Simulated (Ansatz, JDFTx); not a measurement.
Given: the input of a run of JDFTx 1.7.0 (patched build) on BP. 

BP.in

```
include BP.lattice
coords-type Lattice
include BP.ionpos

ion-species pseudo/P.upf
ion-species pseudo/B.upf
elec-cutoff 38 304
elec-ex-corr gga-PBE
kpoint-folding 10 10 10
elec-smearing Fermi 0.0018374661
elec-n-bands 9
electronic-SCF nIterations 100 energyDiffThreshold 1e-09
electronic-minimize nIterations 30 energyDiffThreshold 1e-7
forces-output-coords Cartesian
lattice-minimize nIterations 40 energyDiffThreshold 1e-6

dump-name run.$VAR
dump End Ecomponents EigStats BandEigs Kpoints Forces Stress
```

Contents of BP.lattice:

```
lattice \
    0.0000000000     4.2877885768     4.2877885768 \
    4.2877885768     0.0000000000     4.2877885768 \
    4.2877885768     4.2877885768     0.0000000000
```

File BP.ionpos:

```
ion P      0.7500000000     0.7500000000     0.7500000000 1
ion B      0.0000000000     0.0000000000     0.0000000000 1
```

Potentials or basis: PseudoDojo-SR-PBE-0.5-standard with smoothed tails.

Run with:

```sh
$ jdftx -c 1 -i BP.in -o BP.out
```

Q: What does the same run look like in Ansatz 0.2.0? Potentials or basis there: Ansatz PAW, cutoff 420 eV.

A: As run (cutoffs and basis follow the program's own potentials, and thresholds, step limits or extra output files can differ):

The input input.yaml:

```yaml
crystal:
  lattice:
    - [0.0, 2.269, 2.269]
    - [2.269, 0.0, 2.269]
    - [2.269, 2.269, 0.0]
  atoms:
    - { symbol: P, position: [0.75, 0.75, 0.75] }
    - { symbol: B, position: [0.0, 0.0, 0.0] }
hamiltonian:
  xc: pbe
  pseudopotentials: { kind: paw }
kpoints:
  mp_grid: { grid: [10, 10, 10] }
scf:
  occupations: { method: fermi_dirac, width: 0.05 }
output:
  forces: true
  stress: true
  write_density: true
  write_potential: true
  elf: true
  volumetric_format: npy
relax:
  f_tol: 0.01
  max_steps: 40
  cell: { stress_tol: 0.05 }
```

Potentials or basis: Ansatz PAW.

The run is started by

```sh
$ ansatz run input.yaml --threads 2 --pin off --max-ram 5632MiB --backend cpu --events-out ev --progress --plain --runs-dir out
```

Both were run:

|  | JDFTx | Ansatz |
| --- | --- | --- |
| Relaxed volume | 11.75 Å³/atom | 11.76 Å³/atom |
| Relaxed cell | a = 3.215 Å, b = 3.215 Å, c = 3.215 Å, α = 60.00°, β = 60.00°, γ = 60.00° | a = 3.216 Å, b = 3.216 Å, c = 3.216 Å, α = 60.00°, β = 60.00°, γ = 60.00° |
| Space group after relaxing | F-43m (No. 216) | F-43m (No. 216) |
| Pressure after relaxing | 0.0 GPa | 0.0 GPa |

Ansatz's pressure holds a Pulay term of +0.13 GPa for its cutoff of 420 eV, which the other run lacks.

Where Ansatz's input types no cutoff or centring, it takes its own default and a Γ-centred mesh.

Pressure is positive in compression.
